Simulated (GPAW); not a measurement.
Ti:

```
Ti
1.0
    -1.64100    1.64100    1.64100
     1.64100   -1.64100    1.64100
     1.64100    1.64100   -1.64100
Ti
1
Direct
  0.00000 0.00000 0.00000
```

This isn't the form of Ti at room conditions, which is hcp.

Program: GPAW 26.7.0. Alike in all runs: no spin polarisation; cell as given; smearing fermi-dirac 0.05 eV.

Q: Order these runs on this cell by their pressure, lowest first.
A. level PBEsol; potentials or basis PAW data sets generated in the run's folder for this functional, pw; k mesh 11 × 11 × 11; cutoff (eV) 600; maxiter 150
B. level revTPSS; potentials or basis GPAW PAW data sets (gpaw-data 1.2.1), pw; k mesh 11 × 11 × 11; cutoff (eV) 600; maxiter 150; eigensolver davidson; band path GHNGPH,PN; band points 60
C. level LDA; potentials or basis the program's PAW data sets (release 1.2.1) made for this functional, pw; k mesh 9 × 9 × 9; cutoff (eV) 450; maxiter 120; convergence default
D. level BLYP; potentials or basis PAW data sets generated in the run's folder for this functional, pw; k mesh 11 × 11 × 11; cutoff (eV) 600; maxiter 150; eigensolver davidson; band path GHNGPH,PN; band points 80
E. level r2SCAN; potentials or basis GPAW PAW data sets (gpaw-data 1.2.1), pw; k mesh 11 × 11 × 11; cutoff (eV) 600; maxiter 150; band path GHNGPH,PN; band points 60

A: C (-11.1 GPa), A (-7.2 GPa), B (-5.7 GPa), E (-3.1 GPa), D (-0.9 GPa).

Caveats: the PAW data sets were made with another functional, which shifts forces and pressure a little (some runs); the cutoff is short for stress and forces, so pressures can be off by a GPa or more (some runs).

Not every run made on this cell is shown here.
